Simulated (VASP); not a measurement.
## VASP 6.6.1, PBE single-point calculation, CdF2 (strained fluorite)

INCAR

```
GGA = PE
LREAL = .FALSE.
NELM = 120
NBANDS = 20
LASPH = .TRUE.
EDIFF = 1E-7
ISMEAR = -1
ENCUT = 520
PREC = Accurate
LCHARG = .FALSE.
IBRION = -1
LWAVE = .FALSE.
SIGMA = 0.02
ISIF = 2
NSW = 0
```

KPOINTS

```
KPOINTS created by Atomic Simulation Environment
0
Gamma
8 8 8
0 0 0
```

KPOINTS_OPT

```
special points
7
Reciprocal
0.0000000000 0.0000000000 0.0000000000 1
0.5000000000 0.0000000000 0.5000000000 1
0.6250000000 0.2500000000 0.6250000000 1
0.3750000000 0.3750000000 0.7500000000 1
0.5000000000 0.5000000000 0.5000000000 1
0.5000000000 0.2500000000 0.7500000000 1
0.2552080000 -0.5000000000 -0.2447920000 1
```

POSCAR

```
Cd F
 1.0000000000000000
     0.0000000000000000    2.6941776810000002    2.6941776810000002
     2.6807067926000001    0.0000000000000000    2.6941776810000002
     2.6807067926000001    2.6941776810000002    0.0000000000000000
 Cd  F
   1   2
Cartesian
  0.0000000000000000  0.0000000000000000  0.0000000000000000
  1.3403533963000001  1.3470888405000001  1.3470888405000001
  4.0210601888999999  4.0412665215000008  4.0412665215000008
```

VASP ran with the recommended PBE PAW datasets (26 valence electrons in the cell).

Command

```
mpirun -np 1 vasp_std
```

From OUTCAR

```
k-points           NKPTS =     59   k-points in BZ     NKDIM =     59   number of bands    NBANDS=     20

   NELECT =      26.0000    total number of electrons

   dimension x,y,z NGX =    28 NGY =   28 NGZ =   28
   dimension x,y,z NGXF=    56 NGYF=   56 NGZF=   56

  energy-cutoff  :      520.00
  volume of cell :       38.92
      direct lattice vectors                 reciprocal lattice vectors
     0.000000000  2.694177681  2.694177681    -0.186517974  0.185585384  0.185585384
     2.680706793  0.000000000  2.694177681     0.186517974 -0.185585384  0.185585384
     2.680706793  2.694177681  0.000000000     0.186517974  0.185585384 -0.185585384

 k-points in reciprocal lattice and weights: KPOINTS created by Atomic Simulation Env
   0.00000000  0.00000000  0.00000000       0.002
   0.12500000 -0.00000000 -0.00000000       0.016
   0.25000000 -0.00000000 -0.00000000       0.016
   0.37500000  0.00000000  0.00000000       0.016
   0.50000000 -0.00000000 -0.00000000       0.008
   0.12500000  0.12500000  0.00000000       0.008
   0.25000000  0.12500000 -0.00000000       0.031
   0.37500000  0.12500000  0.00000000       0.031
   ...

 E-fermi :  -0.8288

 k-point     1 :       0.0000    0.0000    0.0000
  band No.  band energies     occupation
      1     -22.1069      2.00000
      2     -20.9887      2.00000
      3      -6.9062      2.00000
      4      -6.9062      2.00000
      5      -6.9037      2.00000
      6      -5.6777      2.00000
      7      -5.6755      2.00000
      8      -2.2722      2.00000
      9      -2.2722      2.00000
     10      -2.2289      2.00000
     11      -1.7781      2.00000
     12      -1.7630      2.00000
     13      -1.7630      2.00000
     14       1.8100      0.00000
     15      11.4424      0.00000
     16      11.4567      0.00000
     17      11.4567      0.00000
     18      16.4084      0.00000
     19      18.6008      0.00000
     20      18.7155      0.00000

 k-point     2 :       0.1250   -0.0000   -0.0000
  band No.  band energies     occupation
      1     -22.0565      2.00000
      2     -21.0329      2.00000
      3      -6.8467      2.00000
      4      -6.8445      2.00000
      5      -6.7375      2.00000
      6      -5.6959      2.00000
      7      -5.6940      2.00000
      8      -2.7355      2.00000
      9      -2.3742      2.00000
     10      -2.3506      2.00000
     11      -1.8770      2.00000
     12      -1.7595      2.00000
     13      -1.7550      2.00000
     14       2.3924      0.00000
     15      10.7380      0.00000
     16      11.6807      0.00000
     17      11.6865      0.00000
     18      17.4250      0.00000
     19      18.2060      0.00000
     20      18.3127      0.00000

 k-point     3 :       0.2500   -0.0000   -0.0000
  band No.  band energies     occupation
      1     -21.9205      2.00000
      2     -21.1547      2.00000
      3      -6.7099      2.00000
      4      -6.7059      2.00000
      5      -6.2865      2.00000
      6      -5.7103      2.00000
      7      -5.7099      2.00000
      8      -3.4728      2.00000
      9      -2.6546      2.00000
     10      -2.6390      2.00000
     11      -2.4002      2.00000
     12      -1.7232      2.00000
     13      -1.7223      2.00000
     14       3.6997      0.00000
     15       9.5628      0.00000
     16      12.2792      0.00000
     17      12.2852      0.00000
     18      17.5481      0.00000
     19      17.6382      0.00000
     20      18.3590      0.00000

 k-point     4 :       0.3750    0.0000    0.0000
  band No.  band energies     occupation
      1     -21.7328      2.00000
      2     -21.3244      2.00000
      3      -6.5979      2.00000
      4      -6.5913      2.00000
      5      -5.7203      2.00000
      6      -5.6588      2.00000
      7      -5.6565      2.00000
      8      -3.9722      2.00000
      9      -3.1207      2.00000
     10      -2.9824      2.00000
     11      -2.9696      2.00000
     12      -1.6853      2.00000
     13      -1.6829      2.00000
     14       5.1258      0.00000
     15       8.5134      0.00000
     16      12.9441      0.00000
     17      12.9693      0.00000
     18      17.0818      0.00000
     19      17.1504      0.00000
     20      17.8796      0.00000

 k-point     5 :       0.5000   -0.0000   -0.0000
  band No.  band energies     occupation
      1     -21.5626      2.00000
      2     -21.4867      2.00000
      3      -6.5642      2.00000
      4      -6.5565      2.00000
      5      -5.6068      2.00000
      6      -5.6030      2.00000
      7      -5.4166      2.00000
      8      -4.0683      2.00000
      9      -3.5689      2.00000
     10      -3.1366      2.00000
     11      -3.1244      2.00000
     12      -1.6693      2.00000
     13      -1.6668      2.00000
     14       5.9347      0.00000
     15       7.9015      0.00000
     16      13.2486      0.00000
     17      13.2858      0.00000
     18      16.9176      0.00000
     19      16.9737      0.00000
     20      17.5265      0.00000

 k-point     6 :       0.1250    0.1250    0.0000
  band No.  band energies     occupation
      1     -22.0416      2.00000
      2     -21.0451      2.00000
      3      -6.8171      2.00000
      4      -6.8164      2.00000
      5      -6.6949      2.00000
      6      -5.7596      2.00000
      7      -5.6592      2.00000
      8      -2.8424      2.00000
      9      -2.5062      2.00000
     10      -2.4706      2.00000
     11      -1.7646      2.00000
     12      -1.7392      2.00000
     13      -1.7192      2.00000
     14       2.5386      0.00000
     15      10.6082      0.00000
     16      11.7113      0.00000
     17      11.7316      0.00000
     18      16.9229      0.00000
     19      18.3990      0.00000
     20      18.8366      0.00000

 k-point     7 :       0.2500    0.1250   -0.0000
  band No.  band energies     occupation
      1     -21.9385      2.00000
      2     -21.1352      2.00000
      3      -6.6905      2.00000
      4      -6.6904      2.00000
      5      -6.3540      2.00000
      6      -5.8451      2.00000
      7      -5.6479      2.00000
      8      -3.4652      2.00000
      9      -2.7972      2.00000
     10      -2.7547      2.00000
     11      -1.9055      2.00000
     12      -1.7595      2.00000
     13      -1.6720      2.00000
     14       3.5322      0.00000
     15       9.7763      0.00000
     16      12.0934      0.00000
     17      12.1406      0.00000
     18      16.0663      0.00000
     19      18.5922      0.00000
     20      19.6236      0.00000

 k-point     8 :       0.3750    0.1250    0.0000
  band No.  band energies     occupation
      1     -21.7756      2.00000
      2     -21.2790      2.00000
      3      -6.5591      2.00000
      4      -6.5555      2.00000
      5      -5.8639      2.00000
      6      -5.8261      2.00000
      7      -5.6164      2.00000
      8      -4.0467      2.00000
      9      -3.1520      2.00000
     10      -3.1217      2.00000
     11      -2.3702      2.00000
     12      -1.7345      2.00000
     13      -1.6287      2.00000
     14       4.8820      0.00000
     15       8.9043      0.00000
     16      12.4932      0.00000
     17      12.7323      0.00000
     18      15.3628      0.00000
     19      18.0371      0.00000
     20      19.6693      0.00000

 k-point     9 :       0.5000    0.1250    0.0000
  band No.  band energies     occupation
      1     -21.5932      2.00000
      2     -21.4482      2.00000
      3      -6.5179      2.00000
      4      -6.4852      2.00000
      5      -5.6997      2.00000
      6      -5.6128      2.00000
      7      -5.4785      2.00000
      8      -4.3268      2.00000
      9      -3.4706      2.00000
     10      -3.2601      2.00000
     11      -2.8098      2.00000
     12      -1.6960      2.00000
     13      -1.6259      2.00000
     14       5.9666      0.00000
     15       8.2043      0.00000
     16      12.5992      0.00000
     17      13.2128      0.00000
     18      15.1712      0.00000
     19      17.4467      0.00000
     20      19.4906      0.00000

 k-point    10 :      -0.3750    0.1250    0.0000
  band No.  band energies     occupation
      1     -21.6472      2.00000
      2     -21.3977      2.00000
      3      -6.5441      2.00000
      4      -6.4861      2.00000
      5      -5.7195      2.00000
      6      -5.6315      2.00000
      7      -5.5485      2.00000
      8      -4.3030      2.00000
      9      -3.3182      2.00000
     10      -3.0829      2.00000
     11      -2.9190      2.00000
     12      -1.6735      2.00000
     13      -1.6617      2.00000
     14       5.6931      0.00000
     15       8.4160      0.00000
     16      12.3813      0.00000
     17      13.2605      0.00000
     18      15.6771      0.00000
     19      16.9470      0.00000
     20      19.5684      0.00000

 ...

  Total        1.7365668      1.6053466      1.6053466     -0.0000000      0.0000000      0.0000000
  in kB       71.4941143     66.0918036     66.0918036     -0.0000000      0.0000000      0.0000000
  external PRESSURE =      67.8925739 kB  Pullay stress =       0.0000000 kB

 POSITION                                       TOTAL-FORCE (eV/Angst)
 -----------------------------------------------------------------------------------
      0.00000      0.00000      0.00000         0.000000     -0.000000     -0.000000
      1.34035      1.34709      1.34709         0.000000      0.000000      0.000000
      4.02106      4.04127      4.04127        -0.000000     -0.000000     -0.000000
 -----------------------------------------------------------------------------------
    total drift:                                0.000000      0.000000      0.000000

  FREE ENERGIE OF THE ION-ELECTRON SYSTEM (eV)
  ---------------------------------------------------
  free  energy   TOTEN  =       -10.8511250923 eV

  energy  without entropy=      -10.8511250923  energy(sigma->0) =      -10.85112509
```

- gap between bands v and c: 3.08 eV
- least direct gap: 3.57 eV
- pressure: 6.8 GPa

Band v is the last that the valence electrons fill when counted band by band, and c is the next.

The run took about 38 s on one core of a shared host (Intel Xeon Platinum 8488C) and held 0.21 GiB at most.
